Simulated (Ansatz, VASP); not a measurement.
**One calculation of Bi, two programs**

```
CELL_PARAMETERS angstrom
-1.82186 1.82186 1.82186
1.82186 -1.82186 1.82186
1.82186 1.82186 -1.82186
ATOMIC_POSITIONS crystal
Bi 0.00000 0.00000 0.00000
```

Alike in both runs: functional LDA; k mesh 14 × 14 × 14; occupations fermi-dirac, width 0.08 eV; no spin polarisation.

Ansatz relaxed the structure, and its values are those at the end. VASP's run is a single point on that final structure, the one shown.

```csv
,VASP,Ansatz
version,VASP 6.6.1,Ansatz 0.2.0
potentials or method,"VASP PAW LDA potentials, release 64 (Bi_d)","PAW with Ansatz's default frozen-core files, scalar-relativistic"
plane-wave cutoff (eV),520,420
valence electrons in the cell,15,15
```

VASP gave:

```
pressure (GPa) : 19.3
```

Task: Estimate Ansatz's values.

Result: Pressure (GPa): 19.0.

Caveats: so large a pressure means that the cell lies far from this level's equilibrium, or that cutoff or potentials fall short (VASP).
